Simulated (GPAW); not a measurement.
# H (Pmmm) in GPAW: single point with PBE

Aim: the single point of H with PBE.

Everything below comes from runs of GPAW 26.7.0. Logs are shortened: lines on timing, memory, paths and dates and some standing lists are left out, and cuts for length are marked. The log counts tension as positive stress, the text compression.

### 1 The cell of the first run

It takes space group Pmmm (No. 47, orthorhombic). Conventional cell: a = 0.980 Å, b = 2.623 Å, c = 2.650 Å, α = 90.00°, β = 90.00°, γ = 90.00°. H (site symmetry mmm) has 2 H at 0.98 Å as nearest neighbours.

### 2 Single point, PBE (strain = -0.01)

File run.py:

```python
from ase import Atoms
from ase.dft.bandgap import bandgap
from ase.io import write
from ase.units import GPa
from gpaw import GPAW, PW

atoms = Atoms(['H'],
              cell=[[2.6231423515, 0.0, 0.0],
                    [0.0, 2.6496387389, 0.0],
                    [0.0, 0.0, 0.98049292]],
              scaled_positions=[[0.0, 0.0, 0.5]],
              pbc=True)

calc = GPAW(mode=PW(600),
            xc='PBE',
            kpts={'size': (10, 10, 26), 'gamma': True},
            occupations={'name': 'fermi-dirac', 'width': 0.05},
            nbands=6,
            convergence={'density': 1e-05, 'energy': 1e-05},
            maxiter=150,
            txt='gpaw.txt')
atoms.calc = calc
energy = atoms.get_potential_energy()
forces = atoms.get_forces()
stress = atoms.get_stress()
calc.write('gs.gpw')
write('result.traj', atoms)
print(f'Energy: {energy:.6f} eV')
print('Forces (eV/A):')
print(forces.round(4))
print('Stress (GPa):', (stress / GPa).round(3))
print('Fermi level:', round(calc.get_fermi_level(), 4), 'eV')
print(f'Gap: {bandgap(calc)[0]:.4f} eV, direct: {bandgap(calc, direct=True)[0]:.4f} eV')
```

Potentials or basis: GPAW PAW data sets (gpaw-data 1.2.1), pw.

On the command line:

```sh
$ OMP_NUM_THREADS=1 python run.py
```

gpaw.txt:

```text
__  _  _
 | _ |_)|_||  |
 |__||  | ||/\| - 26.7.0

Input parameters:
  mode=PW(ecut=600.0),
  convergence={'density': 1e-05, 'energy': 1e-05},
  kpts=MonkhorstPack(size=(10, 10, 26), gamma=True),
  maxiter=150,
  nbands=6,
  occupations=Occupations(name='fermi-dirac', width=0.05),
  xc=XC(name='PBE')

Diagonalizing LCAO Hamiltonian
Converting LCAO to pw mode
   .-----.
  /.-----.
 */     /
 H-----*

Atoms  # Å, Bohr magnetons
|   | symbol |        x |        y |        z |    initial magnetic moments |
|---|--------|----------|----------|----------|-----------------------------|
| 0 |      H | 0.000000 | 0.000000 | 0.490246 | ( 0.0000,  0.0000,  0.0000) |

Unit cell  # Å
| periodic |        x |        y |        z |  lengths |    angles |
|----------|----------|----------|----------|----------|-----------|
|      yes | 2.623142 | 0.000000 | 0.000000 | 2.623142 | 90.000000 |
|      yes | 0.000000 | 2.649639 | 0.000000 | 2.649639 | 90.000000 |
|      yes | 0.000000 | 0.000000 | 0.980493 | 0.980493 | 90.000000 |

Number of symmetries: 8
Symmetry operations  # r_c * U_cc + t_c -> r_c
|   | kind |            matrix            |
|---|------|------------------------------|
| 0 |  E   |  1, 0, 0,  0, 1, 0,  0, 0, 1 |
| 1 |  σ   |  1, 0, 0,  0, 1, 0,  0, 0,-1 |
| 2 |  σ   |  1, 0, 0,  0,-1, 0,  0, 0, 1 |
| 3 |  C2  |  1, 0, 0,  0,-1, 0,  0, 0,-1 |
| 4 |  σ   | -1, 0, 0,  0, 1, 0,  0, 0, 1 |
| 5 |  C2  | -1, 0, 0,  0, 1, 0,  0, 0,-1 |
| 6 |  C2  | -1, 0, 0,  0,-1, 0,  0, 0, 1 |
| 7 |  i   | -1, 0, 0,  0,-1, 0,  0, 0,-1 |

BZ-sampling:
  Number of BZ points: 2600
  Number of IBZ points: 504

  Monkhorst-Pack size: [10, 10, 26]
  Monkhorst-Pack shift: [0.05, 0.05, 0.019230769230769232]

K-points  # in reciprocal-cell coordinates
|     |                                coordinates |     weight |
|-----|--------------------------------------------|------------|
|   0 | (  0.00000000,   0.00000000,   0.00000000) | 0.00038462 |
|   1 | (  0.00000000,   0.00000000,   0.03846154) | 0.00076923 |
|   2 | (  0.00000000,   0.00000000,   0.07692308) | 0.00076923 |
|   3 | (  0.00000000,   0.00000000,   0.11538462) | 0.00076923 |
|   4 | (  0.00000000,   0.00000000,   0.15384615) | 0.00076923 |
|   5 | (  0.00000000,   0.00000000,   0.19230769) | 0.00076923 |
|   6 | (  0.00000000,   0.00000000,   0.23076923) | 0.00076923 |
|   7 | (  0.00000000,   0.00000000,   0.26923077) | 0.00076923 |
|   8 | (  0.00000000,   0.00000000,   0.30769231) | 0.00076923 |
|   9 | (  0.00000000,   0.00000000,   0.34615385) | 0.00076923 |
| ... |                                            |            |
| 503 | (  0.50000000,   0.50000000,   0.50000000) | 0.00038462 |

Plane wave coefficients: 244
Cutoff: 600.0 eV

Spin-components: 1 (collinear spins)
Bands:           6
Projectors:      3
Spin-degeneracy: 2
Datatype:        complex128

Parallelization:
  kpt:    1
  domain: 1
  band:   1

Density:
  Valence electrons: 1.0
  Components: 1
  Grid points: [15 15  6]
  Charge: 0.0  # |e|

Potential:
  Grid points: [15 15  6]

species:
  H:
    name:    Hydrogen
    Z:       1.0
    valence: 1
    core:    0
    charge:  0.0  # [|e|]
    compensation charges:
      type: gauss
      rc: 0.15  # [Å]
      lmax: 2
    cutoffs:
      filter: 0.85  # [Å]
      core: 0.53  # [Å]
    projectors
    | kind |    occ | energy [eV] | rcut [Å] |
    |------|--------|-------------|----------|
    |   1s |  1.000 |      -6.494 |    0.476 |
    |    s |        |      20.717 |    0.476 |
    |    p |        |       0.000 |    0.476 |

    Using partial waves for H as LCAO basis

Reference energy: -12.490162  # eV

eigensolver:
  PPCG
  Converge bands: occupied
  niter=2

density mixing:
  MSR1-Mixer
  Pratt-step length: 0.05
  Maximum mixing coefficient: 0.75
  Old densities: 10
  SVD Regularization: 0.005
  Good broyden scale: 1.0
  Trust region scale: 1.0
  Backstep threshold: 4.0
  History deletion threshold: 6.0
  Fourier metric: weight=20.0, sigma=0.015

occupation numbers:
  Fermi-Dirac:
    width: 0.0500  # eV

poisson solver:
  ecut: 4800.0  # eV

xc functional:
  name: PBE with 2 nearest neighbor stencil

convergence criteria:
- Maximum integral of absolute [dens]ity change: 1e-05 electrons / valence electron
- Maximum [total energy] change in last 3 cyles: 1e-05 eV / valence electron
- Maximum integral of absolute [eigenst]ate change: 4e-08 eV^2 / valence electron
maximum number of iterations: 150

SCF iterations
|iter     | |      energy | eigst |  dens |
|---------|-|-------------|-------|-------|
|iter:   1| |   -3.100461 | +0.60 |       |
|iter:   2| |   -3.091275 | -2.35 | -0.58 |
|iter:   3| |   -3.016894 | -2.55 | -0.61 |
|iter:   4| |   -3.013410 | -3.20 | -1.21 |
|iter:   5| |   -3.013502 | -5.72 | -2.20 |
|iter:   6| |   -3.013520 | -6.01 | -2.58 |
|iter:   7| |   -3.013520 | -7.80c| -4.57 |
|iter:   8| |   -3.013520c| -7.90c| -4.96 |
|iter:   9| |   -3.013520c| -9.57c| -6.50c|

Converged in 9 steps
Energy contributions relative to reference atoms: (reference = -12.490162)

Energy contributions:
  Kinetic:           3.045532
  Coulomb:          -3.539891
  Zero:              0.000705
  External:          0.000000
  Xc:               -2.519849
  Entropy:          -0.000032
  Spinorbit:         0.000000
  ----------------------------
  Free energy:      -3.013537
  Extrapolated:     -3.013520

dipole moment: (-1.289025, -1.302046, 0.000000)  # |e|*Ang

Fermi level: -1.253
Eigenvalues  # (at kpt = [0.000, 0.000, 0.000])
| band index |      eig [eV] | occ [0-2] |
|------------|---------------|-----------|
|          0 |       -12.286 |     2.000 |
|          1 |         8.755 |     0.000 |
|          2 |        14.397 |     0.000 |
|          3 |        14.779 |     0.000 |
|          4 |        17.657 |     0.000 |
|          5 |        35.647 |     0.000 |

No gap
No difference between direct/indirect transitions

Forces  # eV/Ang
|       x |       y |       z |
|---------|---------|---------|
| 0.00000 | 0.00000 | 0.00000 |  # H    0

Stress tensor  # eV/Ang^3
|         x |         y |         z |
|-----------|-----------|-----------|
| -0.016449 |  0.000000 |  0.000000 |
|  0.000000 | -0.014820 |  0.000000 |
|  0.000000 |  0.000000 | -0.000619 |

# Writing to gs.gpw (mode='')
```

It took 18 s on 1 thread of Arm Neoverse V1, shared host; peak memory 0.14 GiB.

Results:

```
Free energy            : -3.0135 eV
Pressure               : 1.7 GPa
Band gap on the k mesh : none (metal or under the smearing width)
```

Levels at points of the mesh, in eV from the Fermi level:
```tsv
k point	band 1	band 2
(0.00, 0.00, 0.00)	-11.03	10.01
(0.00, 0.00, 0.50)	24.03	31.44
(0.00, 0.50, 0.00)	-9.59	2.72
(0.00, 0.50, 0.50)	24.89	33.73
(0.50, 0.00, 0.00)	-9.52	2.78
(0.50, 0.00, 0.50)	24.94	33.82
(0.50, 0.50, 0.00)	-8.38	6.57
(0.50, 0.50, 0.50)	25.63	35.72
```

Caveat: the density grid can change from cell to cell, which puts small steps into energies and stress.
